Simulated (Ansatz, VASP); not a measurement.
**One calculation of SnSe, two programs**

The input INCAR:

```
SYSTEM = SnSe
ALGO = Normal
EDIFF = 1E-7
ENCUT = 520
GGA = PE
ISIF = 2
ISMEAR = -1
LASPH = .True.
LCHARG = .False.
LREAL = .False.
LWAVE = .False.
NBANDS = 17
NELM = 80
PREC = Accurate
SIGMA = 0.05
```

File KPOINTS:

```
k-points
0
Gamma
  8 8 8
  0 0 0
```

Contents of POSCAR:

```
SnSe
1.0
    0.0000000000      3.0496098055      3.0496098055
    3.0496098055      0.0000000000      3.0496098055
    3.0496098055      3.0496098055      0.0000000000
Sn Se
1 1
Direct
    0.0000000000      0.0000000000      0.0000000000
    0.5000000000      0.5000000000      0.5000000000
```

The input input.yaml:

```yaml
crystal:
  lattice:
    - [0.0, 3.0496098055, 3.0496098055]
    - [3.0496098055, 0.0, 3.0496098055]
    - [3.0496098055, 3.0496098055, 0.0]
  atoms:
    - { symbol: Sn, position: [0.0, 0.0, 0.0] }
    - { symbol: Se, position: [0.5, 0.5, 0.5] }
hamiltonian:
  xc: pbe
  pseudopotentials: { kind: paw }
kpoints:
  mp_grid: { grid: [8, 8, 8] }
scf:
  occupations: { method: fermi_dirac, width: 0.05 }
output:
  forces: true
  stress: true
  eigenvalues: true
```

Change from the starting cell: volume scaled by 1.04.

Alike in both runs: task single point; functional PBE; k mesh 8 × 8 × 8; occupations fermi-dirac, width 0.05 eV; no spin polarisation.

|  | VASP | Ansatz |
| --- | --- | --- |
| version | VASP 6.6.1 | Ansatz 0.2.0 |
| potentials or method | VASP PAW PBE potentials, release 64 (Sn_d, Se) | Ansatz PAW |
| plane-wave cutoff (eV) | 520 | 420 |
| valence electrons in the cell | 20 | 30 |

```csv
,VASP,Ansatz,Ansatz less VASP
gap on the k mesh at the Fermi level (eV),0.42,0.42,-0.001
least direct gap on the mesh (eV),0.42,0.42,-0.001
pressure (GPa),-1.0,-1.0,+0.01
```

The functional is the same, so the differences come from potentials, cutoffs and numerics. The two sets of potentials don't hold the same shells in valence.

Caveats: spin-orbit coupling is left out, which moves the levels of the heavy elements. A k mesh can miss the band edges.
